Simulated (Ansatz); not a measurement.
## TiSe: relaxation of cell and atoms with PBEsol

The system is TiSe.

```
Se Ti
1.0
     3.55900    0.00000    0.00000
    -1.77950    3.08218    0.00000
     0.00000    0.00000    6.22000
Se Ti
2 2
Direct
  0.66667 0.33333 0.75000
  0.33333 0.66667 0.25000
  0.00000 0.00000 0.50000
  0.00000 0.00000 0.00000
```

```json
{
 "Program": "Ansatz 0.2.0",
 "Task": "relaxation of cell and atoms",
 "Functional": "PBEsol",
 "Potentials or basis": "Ansatz PAW",
 "Cutoff": "420 eV (not typed: the program's choice for these potentials)",
 "k mesh": "9 × 9 × 5",
 "Occupations": "fermi-dirac, width 0.05 eV",
 "Spin": "no spin polarisation"
}
```

* Relaxed volume: 16.49 Å³/atom
* Relaxed cell: a = 3.359 Å, b = 3.359 Å, c = 6.751 Å, α = 90.00°, β = 90.00°, γ = 120.00°
* Space group after relaxing (to 0.05 Å): P6_3/mmc (No. 194)
* Energy gained by relaxing: 64.4 meV/atom
* Ionic steps: 9
* Pressure after relaxing: 0.0 GPa
* Band gap on the k mesh: none (metal or under the smearing width)

Step by step:
```
step  energy change (eV)  largest force (eV/Å)  volume (Å³)
   1              0.0000                0.0000        68.23
   2             -0.1960                0.0000        67.27
   3             -0.2426                0.0000        65.00
   4             -0.2564                0.0000        66.04
   5             -0.2570                0.0000        65.95
   6             -0.2570                0.0000        65.95
   7             -0.2577                0.0000        65.95
   8             -0.2577                0.0000        65.97
   9             -0.2577                0.0000        65.97
```

Final structure:
```cif
data_structure
_symmetry_space_group_name_H-M 'P 1'
_symmetry_Int_Tables_number 1
_cell_length_a 3.3590
_cell_length_b 3.3590
_cell_length_c 6.7513
_cell_angle_alpha 90.000
_cell_angle_beta 90.000
_cell_angle_gamma 120.000
_cell_volume 65.97
loop_
_atom_site_label
_atom_site_type_symbol
_atom_site_fract_x
_atom_site_fract_y
_atom_site_fract_z
_atom_site_occupancy
Se1 Se 0.66667 0.33333 0.75000 1
Se2 Se 0.33333 0.66667 0.25000 1
Ti1 Ti 0.00000 0.00000 0.50000 1
Ti2 Ti 0.00000 0.00000 0.00000 1
```

Levels at points of the mesh, in eV from the Fermi level:
```csv
k point,band 24,band 25,band 26,band 27,band 28,band 29,band 30,band 31,band 32,band 33
"(0.00, 0.00, 0.00)",-3.06,-2.09,-0.77,-0.77,-0.19,-0.19,0.06,0.06,1.14,1.14
```

Run time: 20 s on 2 threads of AMD EPYC 7R13 Processor (Zen 3), with other jobs on the host, peak memory 0.45 GiB.

Caveat: the plane-wave basis is chosen anew once the cell has moved, so the energies of steps on either side of that aren't comparable; the PAW data sets come from PBE, with cores solved anew for the run's functional, which leaves a small shift of forces and pressure.
